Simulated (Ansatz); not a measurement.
Set up this calculation in Ansatz 0.2.0, as the native input.

- Task: single point
- Functional: PBE
- Potentials or basis: Ansatz PAW
- Cutoff: 420 eV (not typed: the program's choice for these potentials)
- k mesh: 8 × 8 × 8
- Occupations: fermi-dirac, width 0.05 eV
- Spin: collinear spin, ferromagnetic start
- Starting moments: [2.5333333333, 1.2666666667] μB
- Fixed moment: 3.8 μB

Crystal: TiCo.

```
Co Ti
1.0
     2.98611    0.00000    0.00000
     0.00000    2.98611    0.00000
     0.00000    0.00000    2.98611
Co Ti
1 1
Direct
  0.50000 0.50000 0.50000
  0.00000 0.00000 0.00000
```

The cell comes from a database or a generator and needn't be the stable form of this composition.

These files were run (other wordings do the same):

input.yaml

```yaml
crystal:
  lattice:
    - [2.98611099, 0.0, 0.0]
    - [0.0, 2.98611099, 0.0]
    - [0.0, 0.0, 2.98611099]
  atoms:
    - { symbol: Co, position: [0.5, 0.5, 0.5], spin: 2.5333333333 }
    - { symbol: Ti, position: [0.0, 0.0, 0.0], spin: 1.2666666667 }
hamiltonian:
  xc: pbe
  pseudopotentials: { kind: paw }
magnetization:
  spin_polarized: true
  initial_magnetization: 3.8
  spin_locking: { lock_magnetization: hard }
kpoints:
  mp_grid: { grid: [8, 8, 8] }
scf:
  occupations: { method: fermi_dirac, width: 0.05 }
  lower_state_search: "off"
output:
  forces: true
  stress: true
  eigenvalues: true
```

Potentials or basis: Ansatz PAW.

Run with:

```console
$ ansatz run input.yaml --threads 2 --pin off --max-ram 5632MiB --backend cpu --events-out ev --progress --plain --runs-dir out
```

It gave:

- Pressure: 18.7 GPa
- Net moment: 3.80 μB per cell
- Absolute moment: 3.80 μB per cell
- Site moments: Co +2.10; Ti +1.07 μB

Caveat: the total moment is fixed, so each spin has its own Fermi level; the thresholds are loose for stress.

Wall time 1.8 s on 2 threads of Arm Neoverse V1, with other jobs on the host, peak memory 0.3 GiB.
